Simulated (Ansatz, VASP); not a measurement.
**Ir in VASP and in Ansatz**

```
Ir
1.0
     0.00000    2.79978    2.79978
     2.79978    0.00000    2.79978
     2.79978    2.79978    0.00000
Ir
2
Direct
  0.12500 0.12500 0.12500
  0.87500 0.87500 0.87500
```

Alike in both runs: functional RPBE; k mesh 10 × 10 × 10; occupations fermi-dirac, width 0.1 eV; no spin polarisation.

Ansatz relaxed the structure, and its values are those at the end. VASP's run is a single point on that final structure, the one shown.

|  | VASP | Ansatz |
| --- | --- | --- |
| version | VASP 6.6.1 | Ansatz 0.2.0 |
| potentials or method | VASP PAW PBE potentials, release 64 (Ir) | plane waves (420 eV) with PAW, scalar-relativistic |
| plane-wave cutoff (eV) | 520 | 420 |
| valence electrons in the cell | 18 | 34 |

```tsv
	VASP	Ansatz	Ansatz less VASP
pressure (GPa)	-0.3	0.0	+0.30
```

With one functional, cell and mesh, what is left measures potentials, basis and numerics. The two sets of potentials don't hold the same shells in valence.

Caveats: the PAW data sets were made with another functional, which shifts forces and pressure a little (VASP). The runs have no spin-orbit coupling, so splittings on Ir are missing.
